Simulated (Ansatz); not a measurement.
Wires are cut from relaxed bulk Sn (Fd-3m, 36.84 Å³/atom, gap on the mesh 0.00 eV); atoms and period are relaxed, and energies count from that bulk. Caps count from half an H2 molecule.

Computed with DFT PBE, scalar-relativistic, plane waves, PAW in Ansatz.

Cutoff 420 eV, Gaussian smearing of 0.05 eV, energies at zero smearing, symmetry of each start kept, no spin polarisation.

```csv
start,atoms,k mesh,excess energy (eV per host atom),line energy (eV/Å),period (Å),gap on the mesh (eV),highest filled level or Fermi level under vacuum (eV)
"[111] wire, 8 host atoms a period with H caps",22,1×1×5,0.697,0.481,11.592,3.04,5.78
"[111] wire, 14 host atoms a period with H caps",32,1×1×5,0.538,0.655,11.507,2.27,5.45
"[111] wire, 16 host atoms a period with H caps",38,1×1×5,0.563,0.784,11.480,2.15,5.40
```

An odd mesh misses points on the zone edge, so a gap read on it can be too wide.

Each run keeps its start's symmetry and one magnetic start, so lower states can exist.

Cost: 3 runs of about 57 core-minutes in all, on Intel Xeon Platinum 8259CL (Skylake/Cascade Lake) (shared hosts).